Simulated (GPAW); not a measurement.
The system is MoSe2.

```xyz
6
Lattice="3.2880 0.0000 0.0000 -1.6440 2.8475 0.0000 0.0000 0.0000 12.9000" Properties=species:S:1:pos:R:3 pbc="T T T"
Mo    1.6440    0.9492    9.6750
Mo    0.0000    1.8983    3.2250
Se    1.6440    0.9492    4.8375
Se    0.0000    1.8983   11.2875
Se    1.6440    0.9492    1.6125
Se    0.0000    1.8983    8.0625
```

Base run:

| Property | Result |
| --- | --- |
| Program | GPAW 26.7.0 |
| Functional | PBE |
| Potentials or basis | GPAW PAW data sets (gpaw-data 1.2.1) |
| Cutoff | 600 eV |
| Basis | pw |
| k mesh | 9 × 9 × 2 |
| Occupations | fermi-dirac, width 0.05 eV |
| Spin | no spin polarisation |

Its results: band gap on the k mesh 0.87 eV, indirect (least direct gap 1.36 eV); pressure 8.0 GPa; largest force 1.099 eV/Å.

Problem. The run is repeated on the same cell with these changes: functional from PBE to LDA; potentials or basis from GPAW PAW data sets (gpaw-data 1.2.1) to the program's PAW data sets (release 1.2.1) made for this functional. What comes out?

Solution. Band gap on the k mesh 0.85 eV, indirect (least direct gap 1.36 eV); pressure 0.3 GPa; largest force 0.543 eV/Å.

Caveats: the cell's inner coordinates are idealised or old, which leaves forces on the atoms; this functional lacks dispersion, which binds the layers, so the pressure and a relaxed spacing across them are unreliable (some runs).
